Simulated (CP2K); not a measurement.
# AgCl (Chlorargyrite) under changes of volume

One of the cells (20.458 Å³/atom); the others are scaled copies at fixed shape and fractional positions:

```xyz
2
Lattice="3.8679 0.0000 0.0000 1.9339 3.3497 0.0000 1.9339 1.1166 3.1581" Properties=species:S:1:pos:R:3 pbc="T T T"
Ag    0.0000    0.0000    0.0000
Cl    3.8679    2.2331    1.5791
```

- Program: CP2K 2026.2
- Functional: PBEsol
- Potentials or basis: POTENTIAL_UZH Ag GTH-PBE-q11, Cl GTH-PBE-q7; TZVP-MOLOPT-PBE-GTH basis
- Density cutoff: 6123 eV
- k mesh: 8 × 8 × 8
- Occupations: fermi-dirac, width 0.05 eV
- Spin: no spin polarisation

```csv
volume (Å³/atom),energy over the lowest point (meV/atom),pressure (GPa)
19.231,11.92,3.7
19.640,?,?
20.049,0.66,0.9
20.458,0.00,-0.3
20.868,2.13,-1.3
21.277,6.71,-2.2
21.686,13.46,-3.0
```

Question: What does the run at 19.640 Å³/atom give?

Answer: Energy over the lowest point 4.49 meV/atom; pressure 2.2 GPa.

Worked out: A Birch-Murnaghan fit of order 3 (a polynomial in V^(-2/3)) to the other rows has its minimum at 20.34 Å³/atom with B0 = V·E''(V) = 56 GPa and B' = 5.3. It gives 4.49 meV/atom at 19.640 Å³/atom, against the run's 4.49, and -dE/dV = 2.2 GPa, against 2.2.

Energies are extrapolated to zero smearing.

Caveats: the potentials were made for another functional, which shifts forces and pressure; the basis of atomic orbitals isn't converged, which shifts pressures, moduli and gaps.
